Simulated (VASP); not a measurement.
**MoS2 under changes of volume**

One of the cells (48.769 Å³/atom); the others are scaled copies at fixed shape and fractional positions:

```
CELL_PARAMETERS angstrom
3.12134 0.00000 0.00000
-1.56067 2.70316 0.00000
0.00000 0.00000 17.34022
ATOMIC_POSITIONS crystal
Mo 0.00000 0.00000 0.00000
S 0.33333 0.66667 0.91044
S 0.33333 0.66667 0.08956
```

- Program: VASP 6.6.1
- Functional: LDA
- Potentials or basis: VASP PAW LDA potentials, release 64 (Mo_sv, S)
- Cutoff: 520 eV
- k mesh: 8 × 8 × 2
- Occupations: gaussian, width 0.02 eV
- Spin: no spin polarisation

```csv
volume (Å³/atom),energy over the lowest point (meV/atom),gap on the mesh (eV),largest force (eV/Å)
46.818,?,?,?
47.794,3.72,2.22,0.371
48.769,0.00,2.16,0.004
49.745,3.28,2.09,0.336
50.720,12.82,2.03,0.650
```

What does the run at 46.818 Å³/atom give?

Energy over the lowest point 15.20 meV/atom; gap on the mesh 2.27 eV; largest force 0.768 eV/Å.

Worked out: A Birch-Murnaghan fit of order 2 (a polynomial in V^(-2/3)) to the other rows has its minimum at 48.78 Å³/atom with B0 = V·E''(V) = 57 GPa at fixed shape and positions, which overstates the stiffness. It gives 15.13 meV/atom at 46.818 Å³/atom, against the run's 15.20. A straight line through the other rows of the gap, of slope -3.23 eV per unit of ln V, extrapolates to 2.29 eV, against the run's 2.27.

Energies are extrapolated to zero smearing.

A mesh can miss the band edges. Spin-orbit coupling on Mo is left out.
